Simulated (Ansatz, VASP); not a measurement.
One calculation of HfO2, two programs

```xyz
3
Lattice="0.0000 2.5788 2.5788 2.5788 0.0000 2.5788 2.5788 2.5788 0.0000" Properties=species:S:1:pos:R:3 pbc="T T T"
Hf    0.0000    0.0000    0.0000
O     1.2894    1.2894    1.2894
O     3.8682    3.8682    3.8682
```

Alike in both runs: task single point; functional r2SCAN; k mesh 8 × 8 × 8; no spin polarisation.

|  | VASP | Ansatz |
| --- | --- | --- |
| version | VASP 6.6.1 | Ansatz 0.2.0 |
| potentials or method | VASP PAW PBE potentials, release 64 (Hf_pv, O) | plane waves, PAW |
| plane-wave cutoff (eV) | 520 | 500 |
| occupations | gaussian, width 0.01 eV | fixed |
| valence electrons in the cell | 22 | 38 |

|  | VASP | Ansatz | Ansatz less VASP |
| --- | --- | --- | --- |
| gap on the k mesh at the Fermi level (eV) | 4.14 | 4.14 | +0.003 |
| pressure (GPa) | -17.4 | -14.0 | +3.41 |

The two sets of potentials don't hold the same shells in valence.

Caveats: so large a pressure means that the cell lies far from this level's equilibrium, or that cutoff or potentials fall short (VASP); the potentials were made for another functional, which shifts forces and pressure (VASP); spin-orbit coupling is left out, which moves the levels of the heavy elements. r2SCAN opens gaps a little over a GGA but as a rule still falls short of measured ones. A k mesh can miss the band edges.
